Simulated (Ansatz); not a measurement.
## 3-layer 2H-MoSSe (2H stacking) in a perpendicular field

What dipole does a perpendicular field induce in the 3-layer 2H-MoSSe (2H stacking), and does the gap follow? A positive field points along +c.

Method: plane-wave DFT, PBE-D3(BJ), Ansatz PAW, in Ansatz 0.2.0.

### Step 1. Set-up

The cell holds 9 atoms: 3 Se, 3 Mo and 3 S. Cell: a = 3.250 Å, b = 3.250 Å, c = 63.579 Å, α = 90.0°, β = 90.0°, γ = 120.0°. Regions: layer 1: 2H-MoSSe, 3 atoms (1 Se, 1 Mo and 1 S); layer 2: 2H-MoSSe, 3 atoms (1 Se, 1 Mo and 1 S); layer 3: 2H-MoSSe, 3 atoms (1 Se, 1 Mo and 1 S). Vacuum lies along c.

### Step 2. Relaxing the slab

The starting cell is a guess, so the in-plane lattice and the atoms are relaxed first, with the slab cut off from its images along the normal.

input.yaml reads:

```yaml
crystal:
  lattice:
    - [3.25, 0.0, 0.0]
    - [-1.625, 2.8145825623, 0.0]
    - [0.0, 0.0, 63.579214136]
  atoms:
    - { symbol: Se, position: [0.3333333333, 0.6666666667, 0.3719769161] }
    - { symbol: Mo, position: [0.0, 0.0, 0.4004205747] }
    - { symbol: S, position: [0.3333333333, 0.6666666667, 0.4253445367] }
    - { symbol: Se, position: [0.0, 0.0, 0.4733161897] }
    - { symbol: Mo, position: [0.3333333333, 0.6666666667, 0.5017598484] }
    - { symbol: S, position: [0.0, 0.0, 0.5266838103] }
    - { symbol: Se, position: [0.3333333333, 0.6666666667, 0.5746554633] }
    - { symbol: Mo, position: [0.0, 0.0, 0.603099122] }
    - { symbol: S, position: [0.3333333333, 0.6666666667, 0.6280230839] }
  periodic: [true, true, false]
kpoints:
  mp_grid: { grid: [12, 12, 1] }
hamiltonian:
  xc: pbe
  dispersion: d3bj
scf:
  occupations: { method: fermi_dirac, width: 0.05 }
  convergence: { dr2_threshold: 1.0e-09 }
relax:
  f_tol: 0.004
  max_steps: 90
  cell: {}
output:
  write_potential: true
  write_density: true
  volumetric_format: npy
```

Started as:

```sh
$ ansatz run input.yaml --threads 4 --pin off --max-ram 8192MiB --backend cpu --events-out ev --progress --plain --runs-dir out
```

Numbers of over 12 decimals in the logs are rounded to 6 here.

The program printed:

```text
Warning: relax.cell: scf.convergence.dr2_threshold = 1e-9 eV is looser than the 1.3032200773e-10 eV advised for a relaxation that steers and ends on the stress (1e-10 eV for each atom of the cell: 9, times the square of relax.cell.stress_2d_tol = 0.05 N/m over 26.3 Å (the atoms' height at the walk's start and 5 Å past either face), 1.903e-2 GPa, over a crystal's default 0.05). What an SCF threshold leaves in a stress goes as its square root, and in the free energy as the threshold itself, and one threshold admits the most on a small cell: [figures from the program's tests cut] Set scf.convergence.dr2_threshold to 1.3032200773e-10 eV or tighter. [rest of the remark cut]
Engine: ansatz 0.2.0, aarch64-unknown-linux-gnu
Pseudopotentials: kind: paw
Pseudopotential: Se, paw, valence charge 16, recommended cutoff 420 eV (normal), Se.paw.azcp
Pseudopotential: Mo, paw, valence charge 14, recommended cutoff 420 eV (normal), Mo.paw.azcp
Pseudopotential: S, paw, valence charge 6, recommended cutoff 420 eV (normal), S.paw.azcp
Functional definition: PBE
  parameter kappa = 0.804
  parameter beta = 0.066725
  exchange = pbe_x(kappa = kappa, mu = beta*pi^2/3)
  correlation = pbe_c(beta = beta)
Crystal: 9 atoms, lattice volume = 581.584 Å³
Basis set: ecut = 420 eV, 11553 PW (Γ), exchange–correlation on 48×48×864 points (8 copies of the dense FFT grid, shifted against one another)
Bands: 65, of which v1, the nominal top of the filled ones, is band 54 counted from 1 (53 counted from 0)
Symmetry: 6 space group operations
Space group: P3m1 (ITA 156), of the structure as read, at distance tolerance 8.3e-5 Å
k-points: 19 of 144 (time reversal used)
Non-local potential: Se, projectors of the file, l = 0: 2, l = 1: 2, l = 2: 3, l = 3: 1
Non-local potential: Mo, projectors of the file, l = 0: 3, l = 1: 2, l = 2: 2, l = 3: 1
Non-local potential: S, projectors of the file, l = 0: 2, l = 1: 2, l = 2: 2
PAW form: soft (Blöchl's): semilocal exchange-correlation on the pseudo side does not see the compensation charge
PAW one-centre angular grid: Se, 590 points (default); XC on 64 Gauss nodes
PAW one-centre angular grid: Mo, 590 points (default); XC on 64 Gauss nodes
PAW one-centre angular grid: S, 110 points (default); XC on 64 Gauss nodes
Initial density: superposition of atomic densities (neutral atoms: chi_scale 0, normalization atom), corrected by the library's trained network
Initial wavefunctions: pseudopotential atomic-orbital guess
Functional: x = pbe(κ = 0.804, μ = 0.219515), c = pbe(β = 0.066725)
SCF iter   1: F=—  HF=-33991.644986 eV  |F-HF|=—  |Δ(HF+E_count)|=         —  Δρ=3.63e-3  dr2=3.42e-1  ethr=1.77e-3  ⟨swp⟩=12.9  Hψ=6918  notcnv=0
preconditioner: auto → Resta (q_TF=auto, 2.061 Å⁻¹)  ε∞=3.3  [insulator: Δε(μ)=0.502 eV  Ē_g=7.439 eV  σ=0.050 eV  W_gap=0.98  n_scr=40 (ndim 8)  ℏωp=11.3 eV  f_vac=0.688  D(μ)=0.02/eV (n_scr^D=0)  ε∞_Penn≈3.3  vacuum switching on, ρ_ref=4.0e-3 e/Å³]
SCF iter   2: F=—  HF=-33991.668258 eV  |F-HF|=—  |Δ(HF+E_count)|=   2.33e-2  Δρ=3.49e-3  dr2=5.76e-1  ethr=3.17e-4  ⟨swp⟩=4.3  Hψ=2676  notcnv=0  defer=50
SCF iter   3: F=—  HF=-33991.627632 eV  |F-HF|=—  |Δ(HF+E_count)|=   4.06e-2  Δρ=1.51e-3  dr2=9.78e-3  ethr=3.17e-4  ⟨swp⟩=3.2  Hψ=2101  notcnv=0  defer=47
SCF iter   4: F=—  HF=-33991.632541 eV  |F-HF|=—  |Δ(HF+E_count)|=   4.91e-3  Δρ=5.33e-4  dr2=6.84e-3  ethr=9.05e-6  ⟨swp⟩=3.8  Hψ=3083  notcnv=0  defer=35
SCF iter   5: F=—  HF=-33991.632276 eV  |F-HF|=—  |Δ(HF+E_count)|=   2.65e-4  Δρ=2.60e-4  dr2=5.26e-3  ethr=6.33e-6  ⟨swp⟩=2.7  Hψ=1676  notcnv=0  defer=35
SCF iter   6: F=—  HF=-33991.632634 eV  |F-HF|=—  |Δ(HF+E_count)|=   3.58e-4  Δρ=3.70e-4  dr2=7.64e-3  ethr=4.87e-6  ⟨swp⟩=2.9  Hψ=1701  notcnv=0  defer=35
SCF iter   7: F=—  HF=-33991.632419 eV  |F-HF|=—  |Δ(HF+E_count)|=   2.15e-4  Δρ=1.94e-4  dr2=3.69e-3  ethr=4.87e-6  ⟨swp⟩=1.7  Hψ=1497  notcnv=0  defer=35
SCF iter   8: F=—  HF=-33991.632270 eV  |F-HF|=—  |Δ(HF+E_count)|=   1.48e-4  Δρ=7.41e-5  dr2=8.38e-4  ethr=3.42e-6  ⟨swp⟩=1.7  Hψ=1397  notcnv=0  defer=35
SCF iter   9: F=—  HF=-33991.632231 eV  |F-HF|=—  |Δ(HF+E_count)|=   3.97e-5  Δρ=2.30e-5  dr2=5.12e-5  ethr=7.76e-7  ⟨swp⟩=1.9  Hψ=1673  notcnv=0  defer=35
SCF iter  10: F=—  HF=-33991.632182 eV  |F-HF|=—  |Δ(HF+E_count)|=   4.90e-5  Δρ=9.83e-6  dr2=3.29e-6  ethr=4.74e-8  ⟨swp⟩=2.7  Hψ=2003  notcnv=0  defer=33
SCF iter  11: F=—  HF=-33991.632187 eV  |F-HF|=—  |Δ(HF+E_count)|=   5.37e-6  Δρ=6.50e-6  dr2=7.16e-7  ethr=3.05e-9  ⟨swp⟩=2.7  Hψ=2108  notcnv=0  defer=33
SCF iter  12: F=—  HF=-33991.632187 eV  |F-HF|=—  |Δ(HF+E_count)|=   7.03e-8  Δρ=2.95e-6  dr2=1.70e-7  ethr=6.63e-10  ⟨swp⟩=3.2  Hψ=2174  notcnv=0  defer=33
SCF iter  13: F=—  HF=-33991.632187 eV  |F-HF|=—  |Δ(HF+E_count)|=   3.68e-9  Δρ=1.46e-6  dr2=7.88e-8  ethr=1.58e-10  ⟨swp⟩=2.7  Hψ=2288  notcnv=0  defer=33
SCF iter  14: F=—  HF=-33991.632187 eV  |F-HF|=—  |Δ(HF+E_count)|=   3.00e-9  Δρ=9.27e-7  dr2=5.96e-9  ethr=7.30e-11  ⟨swp⟩=2.5  Hψ=1711  notcnv=0  defer=33
SCF iter  15: F=—  HF=-33991.632187 eV  |F-HF|=—  |Δ(HF+E_count)|=   4.46e-9  Δρ=3.53e-7  dr2=1.74e-9  ethr=5.51e-12  ⟨swp⟩=3.2  Hψ=2590  notcnv=0  defer=33
SCF iter  16: F=-33991.632187 eV  HF=-33991.632187 eV  |F-HF|=1.48e-9  |Δ(HF+E_count)|=  5.89e-10  Δρ=1.84e-7  dr2=2.68e-10  ethr=1.00e-12  ⟨swp⟩=11.3  Hψ=8543  notcnv=0
SCF 1 converged in 16 iterations: F = -33991.632187 eV  dr2 = 2.68e-10
  greatest PAW one-centre occupation: 1.000 electrons in one spin orbital (limit 2), on the Se atom at site 3 (counted from 0), in its partial waves of l = 2
relax step   1: F+E_penalty+E_count = -33991.63218713 eV  Δ(F+E_penalty+E_count) = +0.000e0 eV  max|allowed force component| = 1.538e0 eV/Å  Δτ_max = 0.0000 Å  P = -12.686 N/m  Ω = 581.584 Å³  fix = [c, alpha, beta]  reactions: c +0.000 N/m  (16 SCF iters, accepted)
Crystal: 9 atoms, lattice volume = 571.730 Å³
Basis set: ecut = 420 eV, 11361 PW (Γ), exchange–correlation on 48×48×864 points (8 copies of the dense FFT grid, shifted against one another)
Initial density: handed on by an earlier stage of this run
Initial wavefunctions: those handed on with the density
iter 1 solved again at ethr=4.87e-4 eV; its pass at ethr=3.10e-3 eV (dr2=5.26e-1 eV) is discarded
SCF iter   1: F=—  HF=-33991.652099 eV  |F-HF|=—  |Δ(HF+E_count)|=         —  Δρ=7.28e-3  dr2=5.39e-1  ethr=4.87e-4  ⟨swp⟩=2.3  Hψ=8022  notcnv=0  defer=1
preconditioner: auto → LDOS  [metal: Δε(μ)=0.064 eV  Ē_g=7.992 eV  σ=0.050 eV  W_gap=0.31  n_scr=40 (ndim 8)  ℏωp=11.4 eV  f_vac=0.695  D(μ)=0.42/eV (n_scr^D=6)  β→1.0]
[...]
SCF 3 converged in 16 iterations: F = -33992.025793 eV  dr2 = 3.70e-10
  Residual-converged pass: ⟨swp⟩=1.1  Hψ=1313  notcnv=0  max |occ|·‖R‖ = 7.0e-9 eV (tolerance 1.0e-8 eV)  dr2=3.70e-10  dr2_onsite=7.62e-11  max |Δocc| = 2.7e-13
  greatest PAW one-centre occupation: 1.000 electrons in one spin orbital (limit 2), on the Se atom at site 6 (counted from 0), in its partial waves of l = 2
relax step   3: F+E_penalty+E_count = -33992.02579340 eV  Δ(F+E_penalty+E_count) = -3.936e-1 eV  max|allowed force component| = 3.246e-1 eV/Å  Δτ_max = 0.0966 Å  P = -1.544 N/m  Ω = 567.688 Å³  energy of the carried Pulay correction = +4.724e-4 eV  fix = [c, alpha, beta]  reactions: c -0.000 N/m  (16 SCF iters, accepted)
[...]
relax step   4: F+E_penalty+E_count = -33992.04840043 eV  Δ(F+E_penalty+E_count) = -2.261e-2 eV  max|allowed force component| = 8.395e-2 eV/Å  Δτ_max = 0.0965 Å  P = -0.143 N/m  Ω = 569.268 Å³  energy of the carried Pulay correction = +4.181e-4 eV  fix = [c, alpha, beta]  reactions: c -0.000 N/m  (16 SCF iters, accepted)
[...]
relax step   5: F+E_penalty+E_count = -33992.05566139 eV  Δ(F+E_penalty+E_count) = -7.261e-3 eV  max|allowed force component| = 1.434e-2 eV/Å  Δτ_max = 0.0758 Å  P = -0.179 N/m  Ω = 568.892 Å³  energy of the carried Pulay correction = +4.310e-4 eV  fix = [c, alpha, beta]  reactions: c -0.000 N/m  (17 SCF iters, accepted)
[...]
relax step   6: F+E_penalty+E_count = -33992.05714632 eV  Δ(F+E_penalty+E_count) = -1.485e-3 eV  max|allowed force component| = 7.583e-3 eV/Å  Δτ_max = 0.0380 Å  P = +0.077 N/m  Ω = 568.425 Å³  energy of the carried Pulay correction = +4.470e-4 eV  fix = [c, alpha, beta]  reactions: c +0.000 N/m  (15 SCF iters, accepted)
[...]
relax step   7: F+E_penalty+E_count = -33992.05726696 eV  Δ(F+E_penalty+E_count) = -1.206e-4 eV  max|allowed force component| = 1.452e-2 eV/Å  Δτ_max = 0.0185 Å  P = -0.024 N/m  Ω = 568.570 Å³  energy of the carried Pulay correction = +4.421e-4 eV  fix = [c, alpha, beta]  reactions: c -0.000 N/m  (14 SCF iters, accepted)
[...]
relax step   8: F+E_penalty+E_count = -33992.05728734 eV  Δ(F+E_penalty+E_count) = -2.038e-5 eV  max|allowed force component| = 6.127e-4 eV/Å  Δτ_max = 0.0028 Å  P = -0.010 N/m  Ω = 568.676 Å³  energy of the carried Pulay correction = +4.384e-4 eV  fix = [c, alpha, beta]  reactions: c -0.000 N/m  (12 SCF iters, accepted)
Initial wavefunctions: pseudopotential atomic-orbital guess (no wavefunctions were taken with the density)
iter 1 solved again at ethr=1.66e-7 eV; its pass at ethr=3.10e-3 eV (dr2=1.79e-4 eV) is discarded
SCF iter   1: F=—  HF=-33992.056802 eV  |F-HF|=—  |Δ(HF+E_count)|=         —  Δρ=1.66e-5  dr2=2.35e-7  ethr=1.66e-7  ⟨swp⟩=6.7  Hψ=13289  notcnv=0
SCF iter   2: F=—  HF=-33992.056809 eV  |F-HF|=—  |Δ(HF+E_count)|=   6.93e-6  Δρ=3.02e-6  dr2=7.98e-8  ethr=2.18e-10  ⟨swp⟩=5.1  Hψ=3843  notcnv=0
SCF iter   3: F=—  HF=-33992.056809 eV  |F-HF|=—  |Δ(HF+E_count)|=   2.98e-8  Δρ=2.07e-6  dr2=1.25e-7  ethr=7.39e-11  ⟨swp⟩=3.0  Hψ=2691  notcnv=0
SCF iter   4: F=—  HF=-33992.056809 eV  |F-HF|=—  |Δ(HF+E_count)|=   1.01e-8  Δρ=1.43e-6  dr2=3.79e-8  ethr=7.39e-11  ⟨swp⟩=2.8  Hψ=2055  notcnv=0
SCF iter   5: F=—  HF=-33992.056809 eV  |F-HF|=—  |Δ(HF+E_count)|=   3.37e-9  Δρ=5.56e-7  dr2=4.21e-9  ethr=3.51e-11  ⟨swp⟩=2.6  Hψ=1670  notcnv=0
SCF iter   6: F=—  HF=-33992.056809 eV  |F-HF|=—  |Δ(HF+E_count)|=  8.51e-10  Δρ=1.70e-7  dr2=1.48e-9  ethr=3.90e-12  ⟨swp⟩=3.4  Hψ=2734  notcnv=0
SCF iter   7: F=-33992.056809 eV  HF=-33992.056809 eV  |F-HF|=2.40e-10  |Δ(HF+E_count)|=  4.29e-10  Δρ=8.87e-8  dr2=1.26e-10  ethr=1.00e-12  ⟨swp⟩=14.4  Hψ=9207  notcnv=0
SCF 9 converged in 7 iterations: F = -33992.056809 eV  dr2 = 1.26e-10
relax step   9: F+E_penalty+E_count = -33992.05680885 eV  Δ(F+E_penalty+E_count) = +4.785e-4 eV  max|allowed force component| = 6.072e-4 eV/Å  Δτ_max = 0.0000 Å  P = -0.006 N/m  Ω = 568.676 Å³  fix = [c, alpha, beta]  reactions: c -0.000 N/m  stress off target by 5.68e-3 N/m on what of the cell is left free  SCF on the basis re-selected at this cell (its energy is not comparable with the rows above)  (7 SCF iters)
basis re-selected at this cell: Δ(F+E_penalty+E_count) = +4.785e-4 eV, ΔP = +0.004 N/m vs the last step (what re-selecting the basis moved, of the pressure what is left beyond the Pulay correction that the steps carried, after the strain that the cell walked since its last selection, with what the two solves' SCF thresholds leave and, on support functions, any second-order correction that the steps lacked; it is no m [...]
SCF converged after 7 iterations
Free energy (F): -33992.056809 eV
Harris-Foulkes:  -33992.056809 eV  (|F-HF|=2.40e-10)
Internal energy: -33992.055429 eV  (E = F + TS)
E sigma→0 (E₀):  -33992.056119 eV
Entropy (-TS):   -0.001380 eV (-0.153 meV/atom)
Fermi energy:    -4.748642 eV
--- Per-component energies (eV) ---
  E_band       = -3291.841592
  E_kinetic    = 2005.467838
  E_local      = -1175918.404684  (includes V_loc(G=0)·N_el)
  E_nonlocal   = -1273.233553
  E_hartree    = 586466.368432
  E_xc         = -1158.053535
  E_vxc        = -1248.903562  (∫ρ·V_xc dr)
  E_paw        = -17138.394650  (= ΣΔE_a)
  E_vpaw       = 210.496234  (= ΣTr[D̂ρ^β])
  E_aug_tail   = -0.001671  (compensation charges beyond the density's cutoff)
  E_ewald      = 573027.933187
  E_disp       = -3.736793  (pairwise vdW)
  E_smearing   = -0.001380  (= −TS)
  E_closure    = -0.000000  (closes the sum)
  Σ components = -33992.056809   (vs F -33992.056809, Δ=0.00e0)
--- Forces (eV/Å), atoms counted from 1 ---
  atom   1  Se     0.00000000     0.00000000    -0.00018130
  atom   2  Mo    -0.00000000     0.00000000     0.00060743
  atom   3  S      0.00000000     0.00000000    -0.00027888
  atom   4  Se     0.00000000    -0.00000000    -0.00060089
  atom   5  Mo    -0.00000000    -0.00000000     0.00018963
  atom   6  S      0.00000000    -0.00000000     0.00027491
  atom   7  Se     0.00000000     0.00000000    -0.00027100
  atom   8  Mo    -0.00000000     0.00000000    -0.00003393
  atom   9  S     -0.00000000     0.00000000     0.00029577
  max |Σ_I F_I| component: 1.74e-6 eV/Å
--- 2D stress c σ (N/m, compression-positive) ---
       -0.005678       0.000000       0.000000
        0.000000      -0.005678       0.000000
        0.000000       0.000000      -0.000000
  P = ½ c Tr σ = -0.0057 N/m
--- Band table (eV; the first three rows and the last of 19) ---
  k-point 0: bands = [... 50 lower, -6.1595, -5.8029, -5.3794, -4.8434, -3.3606, -3.3606, -3.0007, -3.0007, ... 7 higher]
  k-point 1: bands = [... 50 lower, -6.2395, -5.7946, -5.4106, -4.9734, -3.5127, -3.3658, -3.2925, -3.0492, ... 7 higher]
  k-point 2: bands = [... 50 lower, -6.3956, -6.1370, -5.6870, -5.3038, -4.0513, -3.6079, -3.5331, -3.1853, ... 7 higher]
  k-point 18: bands = [... 50 lower, -7.1505, -6.2341, -5.6551, -5.0298, -4.5414, -3.9535, -3.5713, -3.3363, ... 7 higher]
  the weakly bound empty levels are not read free of the cell's end (no_gap_told)
--- Relaxed structure (8 steps of the walk, 7 accepted, 1 SCFs on fresh bases) ---
  F+E_penalty+E_count = -33992.05680885 eV   max|allowed force component| = 6.072e-4 eV/Å   (the final SCF, on the basis selected at the relaxed cell)
  cell:  # Å, volume = 568.6758 Å³
    - [3.213731, 0, 0]
    - [-1.606865, 2.783172, 0]
    - [0, 0, 63.579214136]
  atoms:
    - { symbol: Se, position: [0.333333, 0.666667, 0.376957] }
    - { symbol: Mo, position: [0, -2.17018904013385e-17, 0.403850] }
    - { symbol: S, position: [0.333333, 0.666667, 0.427958] }
    - { symbol: Se, position: [0, -2.17018904013385e-17, 0.474658] }
    - { symbol: Mo, position: [0.333333, 0.666667, 0.501523] }
    - { symbol: S, position: [0, -2.17018904013385e-17, 0.525616] }
    - { symbol: Se, position: [0.333333, 0.666667, 0.572277] }
    - { symbol: Mo, position: [0, -2.17018904013385e-17, 0.599157] }
    - { symbol: S, position: [0.333333, 0.666667, 0.623283] }
```

Run time: 4.6 min. Hardware: 4 threads of Arm Neoverse V1, shared host; peak memory 1.4 GiB.

The steps of the relaxation:

```csv
step,energy less that of the first step (eV),largest force component (eV/Å),volume (Å³)
1,0.0000,1.5375,581.58
2,0.0553,2.3707,571.73
3,-0.3936,0.3246,567.69
4,-0.4162,0.0840,569.27
5,-0.4235,0.0143,568.89
6,-0.4250,0.0076,568.42
7,-0.4251,0.0145,568.57
8,-0.4251,0.0006,568.68
9*,-0.4246,0.0006,568.68
```

Relaxation steps marked * repeat the geometry before them on a plane-wave basis chosen anew for their cell, so energy and pressure can jump there. Relaxation step 2 was tried and not accepted.

Forces are held to the 6 operations that the run works with; a distortion that breaks them can't arise in this run.

```csv
cell as run,before,after,change
a (Å),3.250,3.214,-1.1 %
b (Å),3.250,3.214,-1.1 %
```

The atoms that moved most (Å, along periodic axes as changes of fractional coordinates times the final cell, across vacuum about the mean position):

```csv
atom,dx,dy,dz,length
Se1,0.000,0.000,0.317,0.317
S9,0.000,0.000,-0.301,0.301
Mo8,0.000,0.000,-0.251,0.251
Mo2,0.000,0.000,0.218,0.218
S3,0.000,0.000,0.166,0.166
Se7,0.000,0.000,-0.151,0.151
Se4,0.000,0.000,0.085,0.085
S6,0.000,0.000,-0.068,0.068
```

Final coordinates:

```cif
data_structure
_symmetry_space_group_name_H-M 'P 1'
_symmetry_Int_Tables_number 1
_cell_length_a 3.2137
_cell_length_b 3.2137
_cell_length_c 63.5792
_cell_angle_alpha 90.000
_cell_angle_beta 90.000
_cell_angle_gamma 120.000
_cell_volume 568.68
loop_
_atom_site_label
_atom_site_type_symbol
_atom_site_fract_x
_atom_site_fract_y
_atom_site_fract_z
_atom_site_occupancy
Se1 Se 0.33333 0.66667 0.37696 1
Mo2 Mo 0.00000 0.00000 0.40385 1
S3 S 0.33333 0.66667 0.42796 1
Se4 Se 0.00000 0.00000 0.47466 1
Mo5 Mo 0.33333 0.66667 0.50152 1
S6 S 0.00000 0.00000 0.52562 1
Se7 Se 0.33333 0.66667 0.57228 1
Mo8 Mo 0.00000 0.00000 0.59916 1
S9 S 0.33333 0.66667 0.62328 1
```

Numbers from this step:

```yaml
energy_at_zero_smearing: -33992.0561 eV
```

The lattice constant a goes from 3.250 to 3.214 Å.

(Continued in part 2 of 3.)

[Logs are printed without paths, hosts, clocks, repeated set-up lines and the standing remarks that a program may print on its own settings, such as how far it seeks lower states.]

[Hosts, paths, dates, database ids (printed as entryN), source tags and the programs' standing remarks are cut or masked in the printed files.]

[Maps of the electrostatic potential energy from Ansatz leave out the sawtooth potential of an applied field or a dipole correction, so their vacuum need not be flat; planar profiles and work functions include it.]
